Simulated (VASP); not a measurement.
# Ti (P6_3/mmc) in VASP: notebook

One crystal, Ti, is run at these levels: PBE; tasks: relaxation of shape and atoms at fixed volume.

All numbers are computed with VASP 6.6.1; they aren't measurements. Logs are shortened: lines on timing, memory, paths and dates and some standing lists are left out, and cuts for length are marked.

## (1) The undisturbed crystal

It takes space group P6_3/mmc (No. 194, hexagonal). Conventional cell: a = 2.950 Å, b = 2.950 Å, c = 4.680 Å, α = 90.00°, β = 90.00°, γ = 120.00°. Ti (site symmetry -6m2) is surrounded by 12 Ti at 2.89 to 2.95 Å.

## (2) Relaxation of shape and atoms at fixed volume, PBE (a relaxed cell with its volume scaled by 1.04)

INCAR reads:

```
SYSTEM = Ti
ALGO     = Normal         ! electronic algorithm
EDIFF    = 1E-7           ! SCF threshold, eV
EDIFFG   = -0.01          ! ionic threshold
ENCUT    = 300            ! plane-wave cutoff, eV
GGA      = PE             ! functional
IBRION   = 2              ! ionic algorithm
ISIF     = 4              ! what is computed and relaxed
ISMEAR   = 1              ! smearing method
LASPH    = .TRUE.         ! aspherical terms in the spheres
LCHARG   = .FALSE.        ! write CHGCAR
LREAL    = .FALSE.        ! projectors in reciprocal space
LWAVE    = .FALSE.        ! write WAVECAR
NELM     = 80             ! most SCF steps
NSW      = 40             ! ionic steps
PREC     = Accurate       ! precision mode
SIGMA    = 0.1            ! smearing width, eV
```

KPOINTS reads:

```
k-points
0
G
  8 8 4
  0 0 0
```

POSCAR reads:

```
Ti                                      
1.0
    2.9650163381      0.0000000000      0.0000000000
   -1.4825081690      2.5677794714      0.0000000000
    0.0000000000      0.0000000000      4.6672156304
  Ti            
     2
Direct
     0.3333333332999970    0.6666666667000030    0.2500000000000000
     0.6666666667000030    0.3333333332999970    0.7500000000000000
```

Potentials or basis: VASP PAW PBE potentials, release 64 (Ti).

The run is started by

```bash
$ cat potpaw_PBE.64/Ti/POTCAR > POTCAR
$ mpirun -np 1 vasp_std > vasp.out
```

OUTCAR:

```text
SYSTEM = Ti
   EDIFF = 1E-7
   EDIFFG = -0.01
   ENCUT = 300
   GGA = PE
   IBRION = 2
   ISIF = 4
   ISMEAR = 1
   LASPH = .TRUE.
   LREAL = .FALSE.
   NELM = 80
   NSW = 40
   PREC = Accurate

 ion  position               nearest neighbor table
   1  0.333  0.667  0.250-   2 2.89   2 2.89   2 2.89   2 2.89   2 2.89   2 2.89
   2  0.667  0.333  0.750-   1 2.89   1 2.89   1 2.89   1 2.89   1 2.89   1 2.89

  LATTYP: Found a hexagonal cell.
 ALAT       =     2.9650163381
 C/A-ratio  =     1.5740944056

  Lattice vectors:

 A1 = (   2.9650163381,   0.0000000000,   0.0000000000)
 A2 = (  -1.4825081690,   2.5677794714,   0.0000000000)
 A3 = (   0.0000000000,   0.0000000000,   4.6672156304)

Analysis of symmetry for initial positions (statically):
=====================================================================
 Subroutine PRICEL returns:
 Original cell was already a primitive cell.

 Routine SETGRP: Setting up the symmetry group for a
 hexagonal supercell.

 Subroutine GETGRP returns: Found 24 space group operations
 (whereof 12 operations were pure point group operations)
 out of a pool of 24 trial point group operations.

The static configuration has the point symmetry D_3d.
 The point group associated with its full space group is D_6h.

Analysis of symmetry for dynamics (positions and initial velocities):
=====================================================================
 Subroutine PRICEL returns:
 Original cell was already a primitive cell.

 Routine SETGRP: Setting up the symmetry group for a
 hexagonal supercell.

 Subroutine GETGRP returns: Found 24 space group operations
 (whereof 12 operations were pure point group operations)
 out of a pool of 24 trial point group operations.

The dynamic configuration has the point symmetry D_3d.
 The point group associated with its full space group is D_6h.

 Subroutine INISYM returns: Found 24 space group operations
 (whereof 12 operations are pure point group operations),
 and found     1 'primitive' translations

----------------------------------------------------------------------------------------

                                     Primitive cell

  volume of cell :      35.5339

  direct lattice vectors                    reciprocal lattice vectors
     2.965016338  0.000000000  0.000000000     0.337266270  0.194720772  0.000000000
    -1.482508169  2.567779471  0.000000000     0.000000000  0.389441543  0.000000000
     0.000000000  0.000000000  4.667215630     0.000000000  0.000000000  0.214260510

  length of vectors
     2.965016338  2.965016338  4.667215630     0.389441543  0.389441543  0.214260510

  position of ions in fractional coordinates (direct lattice)
     0.333333333  0.666666667  0.250000000
     0.666666667  0.333333333  0.750000000

  ion indices of the primitive-cell ions
   primitive index   ion index
                 1           1
                 2           2

----------------------------------------------------------------------------------------

 KPOINTS: k-points

Automatic generation of k-mesh.
 Grid dimensions read from file:
 generate k-points for:    8    8    4

 Generating k-lattice:

  Cartesian coordinates                     Fractional coordinates (reciprocal lattice)
     0.042158284  0.024340096  0.000000000     0.125000000  0.000000000  0.000000000
     0.000000000  0.048680193  0.000000000     0.000000000  0.125000000  0.000000000
     0.000000000  0.000000000  0.053565127     0.000000000  0.000000000  0.250000000

  Length of vectors
     0.048680193  0.048680193  0.053565127

  Shift w.r.t. Gamma in fractional coordinates (k-lattice)
     0.000000000  0.000000000  0.000000000

 Subroutine IBZKPT returns following result:
 ===========================================

 Found     30 irreducible k-points:

 Following reciprocal coordinates:
            Coordinates               Weight
  0.000000  0.000000  0.000000      1.000000
  0.125000  0.000000  0.000000      6.000000
  0.250000  0.000000  0.000000      6.000000
  0.375000  0.000000  0.000000      6.000000
  0.500000  0.000000  0.000000      3.000000
  0.125000  0.125000  0.000000      6.000000
[... 16 lines left out ...]
  0.250000  0.000000  0.500000      6.000000
  0.375000  0.000000  0.500000      6.000000
 [... further k-points ...]
   k-points           NKPTS =     30   k-points in BZ     NKDIM =     30   number of bands    NBANDS=      8
   number of dos      NEDOS =    301   number of ions     NIONS =      2
   total plane-waves  NPLWV =   9072
   dimension x,y,z NGX =    18 NGY =   18 NGZ =   28
   dimension x,y,z NGXF=    36 NGYF=   36 NGZF=   56
   ions per type =               2
   NGX,Y,Z   is equivalent  to a cutoff of  10.09, 10.09,  9.97 a.u.
   NGXF,Y,Z  is equivalent  to a cutoff of  20.18, 20.18, 19.95 a.u.
 SYSTEM =  Ti
   PREC   = accura    normal or accurate (medium, high low for compatibility)
   ISTART =      0    job   : 0-new  1-cont  2-samecut
   ICHARG =      2    charge: 1-file 2-atom 10-const
   ISPIN  =      1    spin polarized calculation?
   LNONCOLLINEAR =      F non collinear calculations
   LSORBIT =      F    spin-orbit coupling
   LASPH  =      T    aspherical Exc in radial PAW
   ENCUT  =  300.0 eV  22.05 Ry    4.70 a.u.   4.19  4.19  6.59*2*pi/ulx,y,z
   NELM   =     80;   NELMIN=  2; NELMDL= -5     # of ELM steps
   EDIFF  = 0.1E-06   stopping-criterion for ELM
   LREAL  =      F    real-space projection
   EDIFFG = -.1E-01   stopping-criterion for IOM
   NSW    =     40    number of steps for IOM
   IBRION =      2    ionic relax: 0-MD 1-quasi-New 2-CG
   NFREE  =      1    steps in history (QN), initial steepest desc. (CG)
   ISIF   =      4    stress and relaxation
   ISYM   =      2    0-nonsym 1-usesym 2-fastsym
   POTIM  = 0.5000    time-step for ionic-motion
   TEBEG  =    0.0;   TEEND  =   0.0 temperature during run
   PSTRESS=    0.0 pullay stress
   NELECT =       8.0000    total number of electrons
   NUPDOWN=      -1.0000    fix difference up-down
   EMIN   =  10.00;   EMAX   =-10.00  energy-range for DOS
   EFERMI =   0.00;   METHOD = LEGACY
   ISMEAR =     1;   SIGMA  =   0.10  broadening in eV -4-tet -1-fermi 0-gaus
   EFERMI_NEDOS =   21; number of points for ismear=-14 and -15
   IALGO  =     38    algorithm
   IMIX   =      4    mixing-type and parameters
     AMIX     =   0.40;   BMIX     =  1.00
     AMIX_MAG =   1.60;   BMIX_MAG =  1.00
  volume/ion in A,a.u.               =      17.77       119.90
  Fermi-wavevector in a.u.,A,eV,Ry     =   0.995919  1.882014 13.494997  0.991854
  Thomas-Fermi vector in A             =   2.127972
   LORBIT       =      0    0 simple, 1 ext, 2 COOP (PROOUT), +10 PAW based schemes
   GGA     = PE    functional components
   LHFCALC =     F    Hartree Fock is set to
   AEXX    =    0.0000 exact exchange contribution
   IVDW    =     0    specifies the selected vdW correction
   LEPSILON=     F    determine dielectric tensor
   LRPA    =     F    only Hartree local field effects (RPA)
 conjugate gradient relaxation of ions
 non-spin polarized calculation
 Methfessel and Paxton  Order N= 1 SIGMA  =   0.10
  energy-cutoff  :      300.00
  volume of cell :       35.53
 maximum number of plane-waves:       434
 NGX is ok and might be reduce to    18
   NGX =  9   NGY =  9   NGZ = 13

 number of electron       8.0000001 magnetization

 Free energy of the ion-electron system (eV)
  ---------------------------------------------------
  ext. energy  EPLUGINS =         0.00000000
  ---------------------------------------------------
  free energy    TOTEN  =       -15.52438502 eV

  energy without entropy =      -15.52682037  energy(sigma->0) =      -15.52519681

 E-fermi :   2.9799     XC(G=0): -10.9681

 val. band max:        2.9542993926   @ k =   0.3750   0.2500   0.2500
 cond. band min:       3.0171208799   @ k =   0.1250   0.0000   0.0000
 fundamental gap:      0.0628214873
 Fermi energy:         2.9799333918

 k-point     1 :       0.0000    0.0000    0.0000
  band No.  band energies     occupation
      1      -3.1246      2.00000
      2       0.3433      2.00000
      3       3.6549     -0.00000
      4       3.6549     -0.00000
      5       3.6868     -0.00000
      6       3.7994     -0.00000
      7       4.1381     -0.00000
      8       4.1381     -0.00000

 k-point     2 :       0.1250    0.0000    0.0000
  band No.  band energies     occupation
      1      -2.7056      2.00000
      2       0.6572      2.00000
      3       3.0171      0.41624
      4       3.1385     -0.04748
      5       3.9290     -0.00000
      6       3.9467     -0.00000
      7       4.2016     -0.00000
      8       4.2289     -0.00000

 k-point     3 :       0.2500    0.0000    0.0000
  band No.  band energies     occupation
      1      -1.5681      2.00000
      2       1.2355      2.00000
      3       2.0529      2.00000
      4       2.5130      2.00000
      5       3.6340     -0.00000
      6       3.8164     -0.00000
      7       3.9288     -0.00000
      8       4.7318     -0.00000

 k-point     4 :       0.3750    0.0000    0.0000
  band No.  band energies     occupation
      1      -0.1561      2.00000
      2       1.1655      2.00000
      3       1.3938      2.00000
      4       2.2882      2.00000
      5       3.4766     -0.00000
      6       3.6477     -0.00000
      7       3.8396     -0.00000
      8       5.6674      0.00000

 k-point     5 :       0.5000    0.0000    0.0000
  band No.  band energies     occupation
      1       0.6551      2.00000
      2       0.8551      2.00000
      3       1.1640      2.00000
      4       2.2817      2.00000
      5       3.3491     -0.00000
      6       3.5374     -0.00000
      7       4.0582     -0.00000
      8       6.0784      0.00000
[... 177 lines left out ...]
 k-point    22 :       0.1250    0.0000    0.5000
  band No.  band energies     occupation
      1      -0.9416      2.00000
      2      -0.9416      2.00000
      3       2.7761      2.01410
      4       2.7761      2.01410
      5       3.4937     -0.00000
      6       3.4937     -0.00000
      7       3.7695     -0.00000
      8       3.7695     -0.00000

 k-point    23 :       0.2500    0.0000    0.5000
  band No.  band energies     occupation
      1      -0.1331      2.00000
      2      -0.1331      2.00000
      3       2.4231      2.00000
      4       2.4231      2.00000
      5       3.3264     -0.00001
      6       3.3264     -0.00001
      7       4.2470     -0.00000
      8       4.2470     -0.00000

 k-point    24 :       0.3750    0.0000    0.5000
  band No.  band energies     occupation
      1       0.4036      2.00000
      2       0.4036      2.00000
      3       2.2304      2.00000
      4       2.2304      2.00000
      5       3.6881     -0.00000
      6       3.6881     -0.00000
      7       4.5218     -0.00000
      8       4.5218     -0.00000

 [... further k-points ...]

------------------------ aborting loop because EDIFF is reached ----------------------------------------

  FORCE on cell =-STRESS in cart. coord.  units (eV):
  Direction    XX          YY          ZZ          XY          YZ          ZX
  --------------------------------------------------------------------------------------
  -------------------------------------------------------------------------------------
  Total       -0.9541504     -0.9541504     -0.9453151     -0.0000000      0.0000000      0.0000000
  in kB      -43.0214197    -43.0214197    -42.6230481     -0.0000000      0.0000000      0.0000000
  external PRESSURE =     -42.8886291 kB  Pullay stress =       0.0000000 kB

 VOLUME and BASIS-vectors are now :
 -----------------------------------------------------------------------------
  energy-cutoff  :      300.00
  volume of cell :       35.53
      direct lattice vectors                 reciprocal lattice vectors
     2.965016338  0.000000000  0.000000000     0.337266270  0.194720772  0.000000000
    -1.482508169  2.567779471  0.000000000     0.000000000  0.389441543  0.000000000
     0.000000000  0.000000000  4.667215630     0.000000000  0.000000000  0.214260510

 POSITION                                       TOTAL-FORCE (eV/Angst)
 -----------------------------------------------------------------------------------
     -0.00000      1.71185      1.16680        -0.000000     -0.000000      0.000000
      1.48251      0.85593      3.50041         0.000000      0.000000      0.000000
 -----------------------------------------------------------------------------------
    total drift:                                0.000000     -0.000000     -0.000000

  FREE ENERGIE OF THE ION-ELECTRON SYSTEM (eV)
  ---------------------------------------------------
  free  energy   TOTEN  =       -15.5243850240 eV

  energy  without entropy=      -15.5268203696  energy(sigma->0) =      -15.52519681

 reached required accuracy - stopping structural energy minimisation
```

Wall time 3.1 s (1 thread of Intel Xeon 6975P-C (Granite Rapids), shared host); peak memory 0.12 GiB.

Results:

| Property | Result |
| --- | --- |
| Free energy | -15.5244 eV |
| Pressure after relaxing | -4.3 GPa |
| Band gap on the k mesh | none (metal or under the smearing width) |

Final structure:
```yaml
crystal:
  lattice:
    - [2.96502, 0.00000, 0.00000]
    - [-1.48251, 2.56778, 0.00000]
    - [0.00000, 0.00000, 4.66722]
  atoms:
    - { symbol: Ti, position: [0.33333, 0.66667, 0.25000] }
    - { symbol: Ti, position: [0.66667, 0.33333, 0.75000] }
```

Caveat: the relaxation stopped at its first step, so nothing moved.

## (3) Relaxation of shape and atoms at fixed volume, PBE (a relaxed cell with its volume scaled by 1.06)

INCAR is that of step 2.

KPOINTS is that of step 2.

POSCAR reads:

```
Ti                                      
1.0
    2.9839023016      0.0000000000      0.0000000000
   -1.4919511508      2.5841351957      0.0000000000
    0.0000000000      0.0000000000      4.6969439200
  Ti            
     2
Direct
     0.3333333332999970    0.6666666667000030    0.2500000000000000
     0.6666666667000030    0.3333333332999970    0.7500000000000000
```

Potentials or basis: VASP PAW PBE potentials, release 64 (Ti).

The run is started by

```bash
$ cat potpaw_PBE.64/Ti/POTCAR > POTCAR
$ mpirun -np 1 vasp_std > vasp.out
```

Run time: 3.2 s. Hardware: 1 thread of Intel Xeon 6975P-C (Granite Rapids), shared host; peak memory 0.12 GiB.

Results (log left out):

| Property | Result |
| --- | --- |
| Free energy | -15.5022 eV |
| Pressure after relaxing | -6.1 GPa |
| Band gap on the k mesh | none (metal or under the smearing width) |

Final structure:
```yaml
crystal:
  lattice:
    - [2.98390, 0.00000, 0.00000]
    - [-1.49195, 2.58414, 0.00000]
    - [0.00000, 0.00000, 4.69694]
  atoms:
    - { symbol: Ti, position: [0.33333, 0.66667, 0.25000] }
    - { symbol: Ti, position: [0.66667, 0.33333, 0.75000] }
```

Levels at points of the mesh, in eV from the Fermi level:
```
           k point  band 2  band 3  band 4  band 5  band 6  band 7
(0.00, 0.00, 0.00)   -2.58    0.67    0.67    0.67    0.81    1.14
(0.50, 0.00, 0.00)   -2.06   -1.76   -0.70    0.37    0.55    1.06
(0.00, 0.00, 0.50)   -4.24    0.05    0.05    0.57    0.57    0.57
(0.50, 0.00, 0.50)   -2.44   -0.80   -0.80    1.15    1.15    1.55
```

Caveat: the relaxation stopped at its first step, so nothing moved.
